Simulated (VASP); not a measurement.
All values below come from LDA (Ceperley-Alder, Perdew-Zunger), VASP's LDA PAW potentials (set 64) (plane waves; VASP 6.6.1).

The input files of a VASP run:

KPOINTS:
```
Automatic mesh
0
Gamma
6 6 6
0 0 0
```

### INCAR
```
! general
SYSTEM  = BaF2
PREC    = Accurate
ENCUT   = 620
LREAL   = F   ! projection in real space or not
LASPH   = T

! electronic loop
EDIFF   = 1E-6   ! SCF stop (eV)
NELM    = 100   ! most electronic steps
ALGO    = Normal   ! blocked Davidson
LMAXMIX = 4   ! l cut-off of mixed one-centre charges

! smearing
ISMEAR  = 0   ! Gaussian
SIGMA   = 0.05

! ions
IBRION  = 2   ! conjugate gradients
NSW     = 40
ISIF    = 3   ! ions, shape and volume
EDIFFG  = -0.02   ! ionic stop

! output
LWAVE   = F
LCHARG  = F
```

### POSCAR
```
BaF2
1
    0.0000000000     3.0455157991     3.0455157991
    3.0455157991     0.0000000000     3.0455157991
    3.0455157991     3.0455157991     0.0000000000
Ba F
1 2
Direct
  0.0000000000   0.0000000000   0.0000000000
  0.2500000000   0.2500000000   0.2500000000
  0.7500000000   0.7500000000   0.7500000000
```

POTCAR, in this order: Ba_sv F (LDA.64 set). Program: vasp_std.

The run wrote:

### OUTCAR
```
 ion  position               nearest neighbor table
   1  0.000  0.000  0.000-   3 2.64   3 2.64   3 2.64   2 2.64   3 2.64   2 2.64   2 2.64   2 2.64
  LATTYP: Found a face centered cubic cell.
 ALAT       =     6.0910315982
 Subroutine PRICEL returns:
 Original cell was already a primitive cell.
 Subroutine GETGRP returns: Found 48 space group operations
The static configuration has the point symmetry O_h .
The dynamic configuration has the point symmetry O_h .
 Subroutine INISYM returns: Found 48 space group operations
 Subroutine IBZKPT returns following result:
 Found     16 irreducible k-points:

 Following reciprocal coordinates:
            Coordinates               Weight
  0.000000  0.000000  0.000000      1.000000
  0.166667  0.000000  0.000000      8.000000
  0.333333  0.000000  0.000000      8.000000
  0.500000  0.000000  0.000000      4.000000
  0.166667  0.166667  0.000000      6.000000
  0.333333  0.166667  0.000000     24.000000
  0.500000  0.166667  0.000000     24.000000
 -0.333333  0.166667  0.000000     24.000000
 -0.166667  0.166667  0.000000     12.000000
  0.333333  0.333333  0.000000      6.000000
  0.500000  0.333333  0.000000     24.000000
 -0.333333  0.333333  0.000000     12.000000
  0.500000  0.500000  0.000000      3.000000
  0.500000  0.333333  0.166667     24.000000
 -0.333333  0.333333  0.166667     24.000000
 -0.333333  0.500000  0.166667     12.000000
   k-points           NKPTS =     16   k-points in BZ     NKDIM =     16   number of bands    NBANDS=     16
   number of dos      NEDOS =    301   number of ions     NIONS =      3
   total plane-waves  NPLWV =  46656
   dimension x,y,z NGX =    36 NGY =   36 NGZ =   36
   dimension x,y,z NGXF=    72 NGYF=   72 NGZF=   72
   ions per type =               1   2
   PREC   = accura    normal or accurate (medium, high low for compatibility)
   ISTART =      0    job   : 0-new  1-cont  2-samecut
   ICHARG =      2    charge: 1-file 2-atom 10-const
   ISPIN  =      1    spin polarized calculation?
   LNONCOLLINEAR =      F non collinear calculations
   LSORBIT =      F    spin-orbit coupling
   INIWAV =      1    electr: 0-lowe 1-rand  2-diag
   ENCUT  =  620.0 eV  45.57 Ry    6.75 a.u.   8.74  8.74  8.74*2*pi/ulx,y,z
   NELM   =    100;   NELMIN=  2; NELMDL= -5     # of ELM steps
   EDIFF  = 0.1E-05   stopping-criterion for ELM
   LREAL  =      F    real-space projection
   NLSPLINE    = F    spline interpolate recip. space projectors
   LMAXMIX     =    4 max onsite mixed and CHGCAR
   VOSKOWN=      0    Vosko Wilk Nusair interpolation
   EDIFFG = -.2E-01   stopping-criterion for IOM
   NSW    =     40    number of steps for IOM
   NBLOCK =      1;   KBLOCK =     40    inner block; outer block
   IBRION =      2    ionic relax: 0-MD 1-quasi-New 2-CG
   NFREE  =      1    steps in history (QN), initial steepest desc. (CG)
   ISIF   =      3    stress and relaxation
   ISYM   =      2    0-nonsym 1-usesym 2-fastsym
   TEIN   =    0.0    initial temperature
   TEBEG  =    0.0;   TEEND  =   0.0 temperature during run
   SMASS  =  -3.00    Nose mass-parameter (am)
   PSTRESS=    0.0 pullay stress
   NELECT =      24.0000    total number of electrons
   EFERMI =   0.00;   METHOD = LEGACY
   ISMEAR =     0;   SIGMA  =   0.05  broadening in eV -4-tet -1-fermi 0-gaus
   IALGO  =     38    algorithm
   LDIAG  =      T    sub-space diagonalisation (order eigenvalues)
   IMIX   =      4    mixing-type and parameters
     AMIX     =   0.40;   BMIX     =  1.00
     AMIX_MAG =   1.60;   BMIX_MAG =  1.00
     AMIN     =   0.10
   GGA     = CA    functional components
   VOSKOWN =     0    Vosko Wilk Nusair interpolation
   LHFCALC =     F    Hartree Fock is set to
   LHFONE  =     F    Hartree Fock one center treatment
...
```

File OSZICAR:
```
       N       E                     dE             d eps       ncg     rms          rms(c)
DAV:   1     0.172016324834E+03    0.17202E+03   -0.14857E+04   512   0.163E+03
DAV:   2    -0.132829247613E+02   -0.18530E+03   -0.18180E+03   672   0.307E+02
DAV:   3    -0.201681979843E+02   -0.68853E+01   -0.68759E+01   656   0.697E+01
DAV:   4    -0.203358782206E+02   -0.16768E+00   -0.16766E+00   704   0.923E+00
DAV:   5    -0.203426594390E+02   -0.67812E-02   -0.67812E-02   688   0.128E+00    0.869E+00
DAV:   6    -0.187095799683E+02    0.16331E+01   -0.89888E+00   512   0.245E+01    0.484E+00
DAV:   7    -0.186606159329E+02    0.48964E-01   -0.35691E-01   624   0.537E+00    0.243E+00
DAV:   8    -0.186293505693E+02    0.31265E-01   -0.49997E-02   640   0.252E+00    0.301E-01
DAV:   9    -0.186303308070E+02   -0.98024E-03   -0.11767E-02   664   0.698E-01    0.131E-01
DAV:  10    -0.186310147951E+02   -0.68399E-03   -0.20317E-03   512   0.336E-01    0.422E-02
DAV:  11    -0.186309904840E+02    0.24311E-04   -0.40145E-04   624   0.147E-01    0.204E-02
DAV:  12    -0.186309887132E+02    0.17708E-05   -0.65594E-05   592   0.596E-02    0.672E-03
DAV:  13    -0.186309881486E+02    0.56459E-06   -0.45699E-06   616   0.171E-02
   1 F= -.18630988E+02 E0= -.18630988E+02  d E =-.186310E+02
       N       E                     dE             d eps       ncg     rms          rms(c)
DAV:   1    -0.186330360903E+02   -0.20474E-02   -0.41976E-02   512   0.187E+00    0.359E-01
DAV:   2    -0.186312472801E+02    0.17888E-02   -0.10937E-02   512   0.797E-01    0.594E-02
DAV:   3    -0.186311050490E+02    0.14223E-03   -0.37160E-04   536   0.180E-01    0.348E-02
DAV:   4    -0.186310673527E+02    0.37696E-04   -0.21314E-04   752   0.996E-02    0.112E-02
DAV:   5    -0.186310678305E+02   -0.47779E-06   -0.67662E-06   520   0.212E-02
   2 F= -.18631068E+02 E0= -.18631068E+02  d E =-.796819E-04
```

OUTCAR:
```
------------------------ aborting loop because EDIFF is reached ----------------------------------------
  FORCE on cell =-STRESS in cart. coord.  units (eV):
  Direction    XX          YY          ZZ          XY          YZ          ZX
  --------------------------------------------------------------------------------------
  Total        0.0001533      0.0001533      0.0001533      0.0000000     -0.0000000      0.0000000
  in kB        0.0043597      0.0043597      0.0043597      0.0000000     -0.0000000      0.0000000
  external PRESSURE =       0.0043597 kB  Pullay stress =       0.0000000 kB
  volume of cell :       56.33
      direct lattice vectors                 reciprocal lattice vectors
     0.000000000  3.042545342  3.042545342    -0.164336088  0.164336088  0.164336088
     3.042545342  0.000000000  3.042545342     0.164336088 -0.164336088  0.164336088
     3.042545342  3.042545342  0.000000000     0.164336088  0.164336088 -0.164336088
 POSITION                                       TOTAL-FORCE (eV/Angst)
 -----------------------------------------------------------------------------------
      3.04255      0.00000      3.04255         0.000000      0.000000     -0.000000
      1.52127      1.52127      1.52127         0.000000     -0.000000      0.000000
      4.56382      4.56382      4.56382        -0.000000      0.000000     -0.000000
 -----------------------------------------------------------------------------------
    total drift:                                0.000000      0.000000      0.000000
  FREE ENERGIE OF THE ION-ELECTRON SYSTEM (eV)
  ---------------------------------------------------
  free  energy   TOTEN  =       -18.6310678305 eV

  energy  without entropy=      -18.6310678305  energy(sigma->0) =      -18.63106783

 reached required accuracy - stopping structural energy minimisation
```
(Selected blocks of OUTCAR.)

File CONTCAR:
```
BaF2
   1.00000000000000
     0.0000000000000000    3.0425453419613016    3.0425453419613016
     3.0425453419613016    0.0000000000000000    3.0425453419613016
     3.0425453419613016    3.0425453419613016    0.0000000000000000
  Ba              F
     1     2
Direct
     0.0000000000000000    1.0000000000000000    0.0000000000000000
     0.2500000000000000    0.2500000000000000    0.2500000000000000
     0.7500000000000000    0.7500000000000000    0.7500000000000000
```

The compound is BaF2 in the fluorite structure. This run relaxes it. Symmetry was kept, so distortions that lower it aren't found.
